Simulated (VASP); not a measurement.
Write the native input for VASP 6.6.1 that does the following.

```
Task                   : Born charges and dielectric tensor
Functional             : LDA
Potentials or basis    : VASP PAW LDA potentials, release 64 (Zn, S)
Cutoff                 : 600 eV
k mesh                 : 10 × 10 × 10
Occupations            : gaussian, width 0.02 eV
Spin                   : no spin polarisation
Further INCAR settings : ALGO = Fast; EDIFF = 1e-08; IBRION = 8; NSW = 1
```

The structure of ZnS lies in POSCAR:

```
ZnS
1.0
    0.0000000000      2.6936828800      2.6936828800
    2.6936828800      0.0000000000      2.6936828800
    2.6936828800      2.6936828800      0.0000000000
Zn S
1 1
Direct
    0.0000000000      0.0000000000      0.0000000000
    0.7500000000      0.7500000000      0.7500000000
```

The cell is a database's computed one.

These files were run (other wordings do the same):

INCAR

```
  ALGO = Fast
  EDIFF = 1E-8
  ENCUT = 600
  IBRION = 8
  ISIF = 2
  ISMEAR = 0
  LASPH = True
  LCHARG = False
  LEPSILON = True
  LREAL = False
  LWAVE = False
  NELM = 60
  NSW = 1
  PREC = Accurate
  SIGMA = 0.02
```

KPOINTS

```
k-points
0
Gamma
  10 10 10
```

Potentials or basis: VASP PAW LDA potentials, release 64 (Zn, S).

Launch:

```sh
$ cat potpaw_LDA.64/Zn/POTCAR potpaw_LDA.64/S/POTCAR > POTCAR
$ mpirun -np 1 vasp_std > vasp.out
```

Results of the run:

| Property | Result |
| --- | --- |
| Band gap on the k mesh | 1.93 eV, direct |
| Electronic dielectric tensor (diagonal) | 6.19 |
| Born charges (mean of the diagonal) | Zn +1.98; S -1.98 e |
| Highest phonon frequency at Γ, LO-TO splitting left out | 268 cm⁻¹ |

Run time: 8.7 min on 1 thread of Intel(R) Xeon(R) Platinum 8488C (Sapphire Rapids), on a shared host, peak memory 0.4 GiB.
